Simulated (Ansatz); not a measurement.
# Ta(100) with 4 layers of random Ta-Al, 2x2: scattering by chemical disorder, part 2 of 2

How strongly does chemical disorder scatter in Ta(100) with 4 layers of random Ta-Al, 2x2?

Ansatz 0.2.0; Ansatz plane-wave DFT, PBE, PAW files; ballistic transport by layer matching (Landauer), zero bias; PAW set soft_1.

So far. Step 3 (With 8 alloy layers): Over the solved energies the transmission per spin lies between 3.53 and 3.84, out of 10.3 channels of the lead on average (up to 10.5).

### Step 4. With 12 alloy layers

In 12 layers a share of 0.125 of the sites is given to Al at random. A fresh draw is used; the growth of the resistance with length is what counts.

System of this step: Ta(100) with 12 layers of random Ta-Al, 2x2. The cell holds 88 atoms: 82 Ta and 6 Al. Its edges and angles: a = 6.605 Å, b = 6.605 Å, c = 36.328 Å, α = 90.0°, β = 90.0°, γ = 90.0°. It derives from Ta. Regions: lead, 40 atoms (40 Ta); scattering region, 48 atoms (42 Ta and 6 Al). The structure is stacked along c, and the current runs across the ab planes.

Contents of input.yaml:

```yaml
crystal:
  lattice:
    - [6.60512, 0.0, 0.0]
    - [0.0, 6.60512, 0.0]
    - [0.0, 0.0, 36.32816]
  atoms:
    - { symbol: Ta, position: [0.0, 0.0, 0.0227272727] }
    - { symbol: Ta, position: [0.0, 0.5, 0.0227272727] }
    - { symbol: Ta, position: [0.5, 0.0, 0.0227272727] }
    - { symbol: Ta, position: [0.5, 0.5, 0.0227272727] }
    - { symbol: Ta, position: [0.25, 0.25, 0.0681818182] }
    - { symbol: Ta, position: [0.25, 0.75, 0.0681818182] }
    - { symbol: Ta, position: [0.75, 0.25, 0.0681818182] }
    - { symbol: Ta, position: [0.75, 0.75, 0.0681818182] }
    - { symbol: Ta, position: [0.0, 0.0, 0.1136363636] }
    - { symbol: Ta, position: [0.0, 0.5, 0.1136363636] }
    - { symbol: Ta, position: [0.5, 0.0, 0.1136363636] }
    - { symbol: Ta, position: [0.5, 0.5, 0.1136363636] }
    - { symbol: Ta, position: [0.25, 0.25, 0.1590909091] }
    - { symbol: Ta, position: [0.25, 0.75, 0.1590909091] }
    - { symbol: Ta, position: [0.75, 0.25, 0.1590909091] }
    - { symbol: Ta, position: [0.75, 0.75, 0.1590909091] }
    - { symbol: Ta, position: [0.0, 0.0, 0.2045454545] }
    - { symbol: Ta, position: [0.0, 0.5, 0.2045454545] }
    - { symbol: Ta, position: [0.5, 0.0, 0.2045454545] }
    - { symbol: Ta, position: [0.5, 0.5, 0.2045454545] }
    - { symbol: Ta, position: [0.25, 0.25, 0.25] }
    - { symbol: Ta, position: [0.25, 0.75, 0.25] }
    - { symbol: Ta, position: [0.75, 0.25, 0.25] }
    - { symbol: Ta, position: [0.75, 0.75, 0.25] }
    - { symbol: Ta, position: [0.0, 0.0, 0.2954545455] }
    - { symbol: Ta, position: [0.0, 0.5, 0.2954545455] }
    - { symbol: Ta, position: [0.5, 0.0, 0.2954545455] }
    - { symbol: Ta, position: [0.5, 0.5, 0.2954545455] }
    - { symbol: Ta, position: [0.25, 0.25, 0.3409090909] }
    - { symbol: Ta, position: [0.25, 0.75, 0.3409090909] }
    - { symbol: Ta, position: [0.75, 0.25, 0.3409090909] }
    - { symbol: Ta, position: [0.75, 0.75, 0.3409090909] }
    - { symbol: Ta, position: [0.0, 0.0, 0.3863636364] }
    - { symbol: Al, position: [0.0, 0.5, 0.3863636364] }
    - { symbol: Ta, position: [0.5, 0.0, 0.3863636364] }
    - { symbol: Ta, position: [0.5, 0.5, 0.3863636364] }
    - { symbol: Ta, position: [0.25, 0.25, 0.4318181818] }
    - { symbol: Ta, position: [0.25, 0.75, 0.4318181818] }
    - { symbol: Ta, position: [0.75, 0.25, 0.4318181818] }
    - { symbol: Al, position: [0.75, 0.75, 0.4318181818] }
    - { symbol: Ta, position: [0.0, 0.0, 0.4772727273] }
    - { symbol: Ta, position: [0.0, 0.5, 0.4772727273] }
    - { symbol: Al, position: [0.5, 0.0, 0.4772727273] }
    - { symbol: Ta, position: [0.5, 0.5, 0.4772727273] }
    - { symbol: Ta, position: [0.25, 0.25, 0.5227272727] }
    - { symbol: Al, position: [0.25, 0.75, 0.5227272727] }
    - { symbol: Ta, position: [0.75, 0.25, 0.5227272727] }
    - { symbol: Ta, position: [0.75, 0.75, 0.5227272727] }
    - { symbol: Ta, position: [0.0, 0.0, 0.5681818182] }
    - { symbol: Ta, position: [0.0, 0.5, 0.5681818182] }
    - { symbol: Al, position: [0.5, 0.0, 0.5681818182] }
    - { symbol: Ta, position: [0.5, 0.5, 0.5681818182] }
    - { symbol: Ta, position: [0.25, 0.25, 0.6136363636] }
    - { symbol: Ta, position: [0.25, 0.75, 0.6136363636] }
    - { symbol: Ta, position: [0.75, 0.25, 0.6136363636] }
    - { symbol: Ta, position: [0.75, 0.75, 0.6136363636] }
    - { symbol: Ta, position: [0.0, 0.0, 0.6590909091] }
    - { symbol: Al, position: [0.0, 0.5, 0.6590909091] }
    - { symbol: Ta, position: [0.5, 0.0, 0.6590909091] }
    - { symbol: Ta, position: [0.5, 0.5, 0.6590909091] }
    - { symbol: Ta, position: [0.25, 0.25, 0.7045454545] }
    - { symbol: Ta, position: [0.25, 0.75, 0.7045454545] }
    - { symbol: Ta, position: [0.75, 0.25, 0.7045454545] }
    - { symbol: Ta, position: [0.75, 0.75, 0.7045454545] }
    - { symbol: Ta, position: [0.0, 0.0, 0.75] }
    - { symbol: Ta, position: [0.0, 0.5, 0.75] }
    - { symbol: Ta, position: [0.5, 0.0, 0.75] }
    - { symbol: Ta, position: [0.5, 0.5, 0.75] }
    - { symbol: Ta, position: [0.25, 0.25, 0.7954545455] }
    - { symbol: Ta, position: [0.25, 0.75, 0.7954545455] }
    - { symbol: Ta, position: [0.75, 0.25, 0.7954545455] }
    - { symbol: Ta, position: [0.75, 0.75, 0.7954545455] }
    - { symbol: Ta, position: [0.0, 0.0, 0.8409090909] }
    - { symbol: Ta, position: [0.0, 0.5, 0.8409090909] }
    - { symbol: Ta, position: [0.5, 0.0, 0.8409090909] }
    - { symbol: Ta, position: [0.5, 0.5, 0.8409090909] }
    - { symbol: Ta, position: [0.25, 0.25, 0.8863636364] }
    - { symbol: Ta, position: [0.25, 0.75, 0.8863636364] }
    - { symbol: Ta, position: [0.75, 0.25, 0.8863636364] }
    - { symbol: Ta, position: [0.75, 0.75, 0.8863636364] }
    - { symbol: Ta, position: [0.0, 0.0, 0.9318181818] }
    - { symbol: Ta, position: [0.0, 0.5, 0.9318181818] }
    - { symbol: Ta, position: [0.5, 0.0, 0.9318181818] }
    - { symbol: Ta, position: [0.5, 0.5, 0.9318181818] }
    - { symbol: Ta, position: [0.25, 0.25, 0.9772727273] }
    - { symbol: Ta, position: [0.25, 0.75, 0.9772727273] }
    - { symbol: Ta, position: [0.75, 0.25, 0.9772727273] }
    - { symbol: Ta, position: [0.75, 0.75, 0.9772727273] }
kpoints:
  mp_grid: { grid: [4, 4, 1] }
hamiltonian:
  xc: pbe
  pseudopotentials: { kind: paw, azcp: { folder: soft_1 } }
scf:
  occupations: { method: fermi_dirac, width: 0.1 }
output:
  transmission: { leads: [[0, 4]], kmesh: [8, 8], e_range: [-0.05, 0.05], de: 0.05 }
  write_potential: true
  write_density: true
  volumetric_format: npy
```

Command:

```bash
$ ansatz run input.yaml --threads 4 --pin off --max-ram 15360MiB --backend cpu --events-out ev --progress --plain --runs-dir out
```

Numbers of over 12 decimals in the logs are rounded to 6 here.

What it wrote:

```text
[...]
Crystal: 88 atoms, lattice volume = 1584.911 Å³
Basis set: ecut = 420 eV, 30897 PW (Γ)
Bands: 651, of which v1, the nominal top of the filled ones, is band 542 counted from 1 (541 counted from 0)
Symmetry: 1 space group operations
[...]
k-points: 10 of 16 (time reversal used)
[...]
SCF iter   1: F=—  HF=-817792.130576 eV  |F-HF|=—  |Δ(HF+E_count)|=         —  Δρ=6.29e-2  dr2=8.60e3  ethr=3.10e-3  ⟨swp⟩=6.2  Hψ=26061  notcnv=0  defer=4
[...]
SCF iter  10: F=-817753.266110 eV  HF=-817753.266110 eV  |F-HF|=8.03e-9  |Δ(HF+E_count)|=   1.28e-7  Δρ=4.95e-7  dr2=1.02e-8  ethr=9.23e-12  ⟨swp⟩=13.0  Hψ=26184  notcnv=0
SCF 1 converged in 10 iterations: F = -817753.266110 eV  dr2 = 1.02e-8
[...]
transmission: 228 of 2278 steps passed
transmission: 456 of 2278 steps passed
[...]
transmission: 2278 of 2278 steps passed
SCF converged after 10 iterations
Free energy (F): -817753.266110 eV
[...]
Internal energy: -817749.810686 eV  (E = F + TS)
E sigma→0 (E₀):  -817751.538398 eV
Entropy (-TS):   -3.455423 eV (-39.266 meV/atom)
Fermi energy:    17.740280 eV
[...]
--- Band table (eV; the first three rows and the last of 10) ---
  k-point 0: bands = [... 538 lower, 18.3798, 18.4003, 18.4034, 18.4130, 18.4156, 18.4176, 18.4353, 18.4480, ... 105 higher]
  k-point 1: bands = [... 538 lower, 18.0002, 18.0238, 18.0477, 18.0546, 18.0881, 18.1050, 18.1170, 18.1248, ... 105 higher]
  k-point 2: bands = [... 538 lower, 17.6120, 17.6454, 17.6572, 17.6794, 17.6861, 17.7086, 17.7160, 17.7561, ... 105 higher]
  k-point 9: bands = [... 538 lower, 17.1232, 17.1251, 17.1364, 17.1399, 17.1479, 17.1484, 17.1577, 17.1642, ... 105 higher]
--- Transmission ---
  basis      : 377 plane waves across, 67 finite elements along
  points     : 34, standing for a mesh of 8 x 8
[...]
channels       : 1.048438e1 a spin
[...]
junction   : crystal 0 to crystal 0, 0.95 to 35.63 Å
    transmission   : 3.169431e0 a spin
[...]
```

Wall time 38 min (4 threads of Arm Neoverse V1, shared host); peak memory 8.3 GiB; 2.2 h of CPU time.

This step gave:

```
free energy                                   : -817753.2661 eV
energy at zero smearing                       : -817751.5384 eV
Fermi energy                                  : 17.74 eV
transmission per spin nearest the Fermi level : 3.169
step of the lead's potential                  : 3.3 meV
```

Per spin. The transmission, zone mean by energy, zero at the Fermi level:

| energy (eV) | transmission, zone mean |
| --- | --- |
| -0.0500 | 3.25 |
| 0.0000 | 3.17 |
| 0.0500 | 3.04 |

Over the solved energies the transmission per spin lies between 3.04 and 3.25, out of 10.2 channels of the lead on average (up to 10.5).

### Step 5. Resistance against length

This step: Ansatz plane-wave DFT, PBE, PAW files; ballistic transport by layer matching (Landauer), zero bias; residual resistivity from the slope of the area resistance, atoms on the host's lattice; PAW set soft_1 (Ansatz 0.2.0).

Numbers from this step:

```
resistivity           : 51.47 µΩ cm
intercept             : 0.2424 fΩ m²
scatter about the fit : 0.03714 fΩ m²
```

Resistance, by row:

| run | length (Å) | T | channels N | RA (fΩ m²) |
| --- | --- | --- | --- | --- |
| n4 | 6.605 | 5.084 | 10.21 | 0.5561 |
| n8 | 13.21 | 3.706 | 10.34 | 0.9749 |
| n12 | 19.82 | 3.15 | 10.21 | 1.236 |

Area resistance against length of the alloy:

| length of the alloy (Å) | area resistance (fΩ m²) |
| --- | --- |
| 6.61 | 0.556 |
| 13.21 | 0.975 |
| 19.82 | 1.24 |

The area resistance goes from 0.56 to 1.2 fΩ m² between 6.6 and 19.8 Å, a slope of 51 µΩ cm.

By hand from the end points: (1.236 − 0.5561) fΩ m² / (19.82 − 6.61) Å = 51 µΩ cm, since 1 fΩ m² per Å is 1000 µΩ cm.

### Step 6. Results

```json
{
 "resistivity from the slope": "51.5 µΩ cm",
 "area resistance over 6.61 Å": "0.556 fΩ m²",
 "area resistance over 13.2 Å": "0.975 fΩ m²",
 "area resistance over 19.8 Å": "1.24 fΩ m²"
}
```

In words: The slope gives 51 µΩ cm. The points scatter by 0.037 fΩ m² about the line, with one random draw a length in a 2x2 cell, so the slope is a rough value. The lead's own channel count moves between the runs (10.2, 10.3 and 10.2), which shifts RA and the slope too. Read with a model of isotropic scattering on a spherical Fermi surface and the lead's 1.8×10¹⁵ S/m², this slope means a mean free path near 8.1 Å; over these lengths the model's slope is within 3 % of its bulk resistivity. The draw over the shortest length came out nearly ordered, with 32 symmetry operations, so that point is a poor sample of a random alloy. The atoms sit on the host's lattice, so scattering by size misfit is left out. Spin-orbit coupling is left out, which matters for Ta.

[Logs are printed without paths, hosts, clocks, repeated set-up lines and the standing remarks that a program may print on its own settings, such as how far it seeks lower states.]

[Hosts, paths, dates, database ids (printed as entryN), source tags and the programs' standing remarks are cut or masked in the printed files.]
